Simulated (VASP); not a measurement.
# BeS under changes of volume

One of the cells (14.546 Å³/atom); the others are scaled copies at fixed shape and fractional positions:

```xyz
2
Lattice="0.0000 2.4411 2.4411 2.4411 0.0000 2.4411 2.4411 2.4411 0.0000" Properties=species:S:1:pos:R:3 pbc="T T T"
S     3.6616    3.6616    3.6616
Be    0.0000    0.0000    0.0000
```

| Item | Value |
| --- | --- |
| Program | VASP 6.6.1 |
| Functional | PBE |
| Potentials or basis | VASP PAW PBE potentials, release 64 (S, Be) |
| Cutoff | 520 eV |
| k mesh | 9 × 9 × 9 |
| Occupations | fermi-dirac, width 0.05 eV |
| Spin | no spin polarisation |

| volume (Å³/atom) | energy over the lowest point (meV/atom) | pressure (GPa) | gap on the mesh (eV) |
| --- | --- | --- | --- |
| 13.405 | 27.06 | 8.4 | 3.06 |
| 13.690 | 14.29 | 5.9 | 3.11 |
| 13.975 | ? | ? | ? |
| 14.546 | 0.00 | -0.3 | 3.25 |
| 14.831 | 2.07 | -2.0 | 3.29 |
| 15.116 | 7.06 | -3.6 | 3.32 |

Question: What does the run at 13.975 Å³/atom give?

Answer: Energy over the lowest point 5.78 meV/atom; pressure 3.6 GPa; gap on the mesh 3.16 eV.

Worked out: A Birch-Murnaghan fit of order 3 (a polynomial in V^(-2/3)) to the other rows has its minimum at 14.50 Å³/atom with B0 = V·E''(V) = 93 GPa and B' = 3.8. It gives 5.78 meV/atom at 13.975 Å³/atom, against the run's 5.78, and -dE/dV = 3.7 GPa, against 3.6. A straight line through the other rows of the gap, of slope 2.2 eV per unit of ln V, gives 3.15 eV, against the run's 3.16.

Energies are extrapolated to zero smearing.

Caveats: an odd mesh through Γ misses points on the zone boundary, where band edges often lie.
